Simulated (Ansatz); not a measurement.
# Ti2Co: tests of the settings

The task here is to estimate one member of a computed series from the others.

Computed with Ansatz 0.2.0 (DFT PBEsol, scalar-relativistic, plane waves, PAW, unless a step's input says otherwise).

4 further runs of the same task are left out: 3 for a known fault of the program, 1 set aside as unsound or not needed.

### Starting point

It takes space group Fd-3m (No. 227, cubic). Conventional cell: a = 6.730 Å, b = 6.730 Å, c = 6.730 Å, α = 90.00°, β = 90.00°, γ = 90.00°. Ti (site symmetry -3m) has 6 Ti at 2.38 Å as nearest neighbours. Around Co (site symmetry -43m) lie 12 Ti at 2.79 Å and 4 Co at 2.91 Å.

Structure file:

```
CELL_PARAMETERS angstrom
0.00000 3.36500 3.36500
3.36500 0.00000 3.36500
3.36500 3.36500 0.00000
ATOMIC_POSITIONS crystal
Ti 0.12500 0.12500 0.12500
Ti 0.62500 0.12500 0.12500
Ti 0.12500 0.12500 0.62500
Ti 0.12500 0.62500 0.12500
Co 0.50000 0.50000 0.50000
Co 0.75000 0.75000 0.75000
```

The structure comes from the Crystallography Open Database; it is used as listed.

### The base run, which the others are set against

input.yaml

```yaml
crystal:
  lattice:
    - [0.0, 3.365, 3.365]
    - [3.365, 0.0, 3.365]
    - [3.365, 3.365, 0.0]
  atoms:
    - { symbol: Ti, position: [0.125, 0.125, 0.125] }
    - { symbol: Ti, position: [0.625, 0.125, 0.125] }
    - { symbol: Ti, position: [0.125, 0.125, 0.625] }
    - { symbol: Ti, position: [0.125, 0.625, 0.125] }
    - { symbol: Co, position: [0.5, 0.5, 0.5], spin: 0.65 }
    - { symbol: Co, position: [0.75, 0.75, 0.75], spin: 0.65 }
basis:
  ecutwfc: 420
kpoints:
  mp_grid: { grid: [10, 10, 10] }
hamiltonian:
  xc: pbesol
scf:
  occupations: { method: gaussian, width: 0.1 }
output:
  forces: true
  stress: true
  eigenvalues: true
  populations: true
  write_density: true
  write_potential: true
  elf: true
  volumetric_format: npy
magnetization:
  spin_polarized: true
```

Its results, from an earlier run: -3346.4308 eV/atom at zero smearing, pressure 15.99 GPa, largest force 0.000 eV/Å, no gap on the mesh, site moments Co +0.54 (×2) μB, in 15 SCF cycles and 46 s.

Set-up of the first run:

input.yaml

```yaml
crystal:
  lattice:
    - [0.0, 3.365, 3.365]
    - [3.365, 0.0, 3.365]
    - [3.365, 3.365, 0.0]
  atoms:
    - { symbol: Ti, position: [0.125, 0.125, 0.125] }
    - { symbol: Ti, position: [0.625, 0.125, 0.125] }
    - { symbol: Ti, position: [0.125, 0.125, 0.625] }
    - { symbol: Ti, position: [0.125, 0.625, 0.125] }
    - { symbol: Co, position: [0.5, 0.5, 0.5], spin: 0.59 }
    - { symbol: Co, position: [0.75, 0.75, 0.75], spin: 0.59 }
basis:
  ecutwfc: 420
kpoints:
  mp_grid: { grid: [1, 1, 1] }
hamiltonian:
  xc: pbesol
scf:
  occupations: { method: gaussian, width: 0.1 }
output:
  forces: true
  stress: true
  eigenvalues: true
  populations: true
magnetization:
  spin_polarized: true
```

On the command line:

```sh
ansatz run input.yaml --threads 1 --pin off --max-ram 2560MiB --backend cpu --events-out ev --progress --plain --runs-dir out
```

Steps of the session up to this table: K-point mesh set to 1×1×1; K-point mesh: 2×2×2; K-point mesh set to 4×4×4; K-point mesh: 6×6×6; K-point mesh: 8×8×8; K-point mesh: 12×12×12; K-point mesh set to 14×14×14; K-point mesh set to 16×16×16.

One of the session's tables, all rows but one given; the rest of the session is left out.

It belongs to the step «What the k-point mesh changes». 

```
    mesh  ΔE (meV/atom)  cell moment (μB)
   1×1×1          -1715              4.00
   2×2×2           28.2              0.00
   4×4×4              ?                 ?
   6×6×6           0.94              1.32
   8×8×8           0.95              1.18
10×10×10          -0.22              1.14
12×12×12          -0.02              1.07
14×14×14           0.03              1.13
16×16×16           0.00              1.13
```

**Question.** Estimate the row for 4×4×4.

As computed: ΔE (meV/atom): -6.11; cell moment (μB): 0.67. In the column «ΔE (meV/atom)» it lies between 1×1×1 (-1715) and 10×10×10 (-0.22).

To keep in mind: The error changes sign along the series, since a k mesh isn't variational, and a metal needs dense meshes to resolve its Fermi surface. Warnings in the runs' records: stability check not made, seeded moment not kept.
